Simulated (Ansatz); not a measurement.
CdS (Hawleyite), 2 atoms in the cell. It takes space group F-43m (No. 216, cubic). Conventional cell: a = 5.833 Å, b = 5.833 Å, c = 5.833 Å, α = 90.00°, β = 90.00°, γ = 90.00°. Cd (site symmetry -43m) is surrounded by 4 S at 2.53 Å. Around S (site symmetry -43m) lie 4 Cd at 2.53 Å. 

```yaml
Program: Ansatz 0.2.0
Task: relaxation of cell and atoms
Functional: HSEsol
Potentials_or_basis: Ansatz PAW
Cutoff: "420 eV (not typed: the program's choice for these potentials)"
k_mesh: 4 × 4 × 4
Occupations: fermi-dirac, width 0.05 eV
Spin: no spin polarisation
```

Potentials or basis: Ansatz PAW.

Command:

```console
$ ansatz run input.yaml --threads 2 --pin off --max-ram 5632MiB --backend cpu --events-out ev --progress --plain --runs-dir out
```

Hardware: 2 threads of Intel(R) Xeon(R) Processor @ 2.50GHz (Skylake/Cascade Lake), with other jobs on the host.

Q: Estimate the wall time of this run.

A: Wall time 70 s on 2 threads of Intel(R) Xeon(R) Processor @ 2.50GHz (Skylake/Cascade Lake), on a shared host, peak memory 0.71 GiB. Counts: scf iterations 38, plane waves 941, k points 8, bands 17, ion steps 3.
